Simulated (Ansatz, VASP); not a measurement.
# One calculation of ZnAu, two programs

File INCAR:

```
  PREC = Accurate
  ENCUT = 520
  EDIFF = 1E-6
  ISMEAR = -1
  SIGMA = 0.1
  LREAL = False
  LASPH = True
  NELM = 80
  ALGO = Normal
  ISIF = 2
  LWAVE = False
  LCHARG = False
  GGA = PS
  NBANDS = 18
```

The input KPOINTS:

```
regular mesh
0
Gamma
  10 10 10
```

POSCAR

```
ZnAu
1.0
    3.1470000000      0.0000000000      0.0000000000
    0.0000000000      3.1470000000      0.0000000000
    0.0000000000      0.0000000000      3.1470000000
Zn Au
1 1
Direct
    0.5000000000      0.5000000000      0.5000000000
    0.0000000000      0.0000000000      0.0000000000
```

Input for Ansatz:

```yaml
crystal:
  lattice:
    - [3.147, 0.0, 0.0]
    - [0.0, 3.147, 0.0]
    - [0.0, 0.0, 3.147]
  atoms:
    - { symbol: Zn, position: [0.5, 0.5, 0.5] }
    - { symbol: Au, position: [0.0, 0.0, 0.0] }
basis:
  ecutwfc: 612.25619053473
kpoints:
  mp_grid:
    grid: [10, 10, 10]
hamiltonian:
  xc: pbesol
scf:
  convergence:
    dr2_threshold: 1.0e-09
  occupations:
    method: fermi_dirac
    width: 0.1
output:
  stress: true
```

Alike in both runs: task single point; functional PBEsol; k mesh 10 × 10 × 10; occupations fermi-dirac, width 0.1 eV; no spin polarisation.

|  | VASP | Ansatz |
| --- | --- | --- |
| version | VASP 6.6.1 | Ansatz 0.2.0 |
| potentials or method | VASP PAW PBE potentials, release 64 (Zn, Au) | plane waves, PAW |
| plane-wave cutoff (eV) | 520 | 612 |
| valence electrons in the cell | 23 | 31 |

```tsv
	VASP	Ansatz	Ansatz less VASP
pressure (GPa)	-2.4	-2.5	-0.13
```

The two sets of potentials don't hold the same shells in valence. Ansatz warned: «stress_scf_threshold_loose».

Caveats: the PAW data sets were made with another functional, which shifts forces and pressure a little (VASP). Spin-orbit coupling is left out, which matters for the levels of Au.
